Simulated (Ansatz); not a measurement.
# GaAs: a two-dimensional sheet

The structure comes from a generated guess, relaxed at this level; another structure or a mixture of phases may lie lower.

The calculation used Ansatz, DFT PBE, scalar-relativistic, plane waves, PAW. Settings: cutoff 420 eV, Γ-centred mesh 12×12×1 on the computed 4-atom cell, Gaussian smearing of 0.10 eV; no spin polarisation.

The sheet is periodic along a and b; c holds vacuum.

```
Ga As
1.0
     4.02667    0.00000    0.00000
    -2.01333    3.48720    0.00000
     0.00000    0.00000   33.49817
Ga As
2 2
Direct
  0.00000 0.00000 0.24082
  0.00000 0.00000 0.32638
  0.33333 0.66667 0.22032
  0.66667 0.33333 0.34687
```

The zero of energy is the elements' standard structures at the same level; no fitted shifts are applied.

For GaAs, the layer group is p-3m1 (No. 72). The in-plane cell is a = 4.027 Å, b = 4.027 Å, γ = 120.0°, the area per atom is 3.51 Å² and the thickness between the outermost nuclei is 4.24 Å. The formation energy is +0.02 eV/atom and the band gap over mesh and path is none (metal or semimetal). The density of states at the Fermi level is 0.1 states/eV per cell. The löwdin character within 0.5 eV of the Fermi level is As 4p 76 %, Ga 4p 19 % and the bader charges (e) is Ga1 0.52, Ga2 0.52, As3 -0.52, As4 -0.52.

Levels along Γ–M–K–Γ, in eV from the Fermi level, sorted by energy at each point. Points in fractions of the primitive reciprocal vectors: Γ (0.000 0.000 0.000), M (0.500 0.000 0.000), K (0.333 0.333 0.000).
```tsv
point	k (1/Å, with 2π)	band 25	band 26	band 27	band 28	band 29	band 30	band 31
Γ	0.000	-0.12	-0.12	0.02	0.02	1.10	1.43	3.22
-	0.129	-0.71	-0.51	-0.24	-0.07	1.57	2.01	3.31
-	0.257	-1.53	-0.91	-0.52	-0.29	1.96	2.70	3.52
-	0.386	-2.05	-0.85	-0.84	-0.57	1.86	2.88	3.47
-	0.515	-2.12	-1.16	-0.85	-0.68	1.48	2.81	3.23
-	0.643	-1.87	-1.40	-1.08	-0.55	1.07	2.68	2.97
-	0.772	-1.55	-1.48	-1.23	-0.64	0.83	2.58	2.77
M	0.901	-1.60	-1.28	-1.15	-0.88	0.77	2.55	2.69
-	0.975	-1.74	-1.45	-1.09	-0.79	0.77	2.71	2.83
-	1.050	-2.03	-1.81	-1.00	-0.68	0.76	3.10	3.25
-	1.124	-2.37	-2.20	-0.88	-0.58	0.69	3.58	3.86
-	1.198	-2.68	-2.56	-0.74	-0.48	0.56	3.87	4.59
-	1.272	-2.92	-2.85	-0.58	-0.39	0.36	4.03	5.09
-	1.347	-3.06	-3.04	-0.39	-0.30	0.12	4.13	5.16
K	1.421	-3.10	-3.10	-0.23	-0.23	-0.10	4.17	5.15
-	1.570	-2.93	-2.91	-0.80	-0.16	0.36	4.10	5.20
-	1.718	-2.47	-2.46	-1.40	-0.25	0.93	4.17	4.98
-	1.867	-1.98	-1.86	-1.73	-0.47	1.48	4.27	4.69
-	2.015	-2.08	-1.22	-1.13	-0.72	1.91	3.74	4.17
-	2.164	-1.71	-0.92	-0.62	-0.53	2.04	3.05	3.71
-	2.313	-0.83	-0.63	-0.25	-0.12	1.66	2.15	3.34
Γ	2.461	-0.12	-0.12	0.02	0.02	1.10	1.43	3.22
```

The last run used a 12×12×1 mesh for its 4-atom cell and Gaussian smearing of 0.10 eV. The zero gap may come from the functional, which often closes small gaps, or the cell may be a true semimetal. The reference form of As is held partly by dispersion forces, which this level lacks.
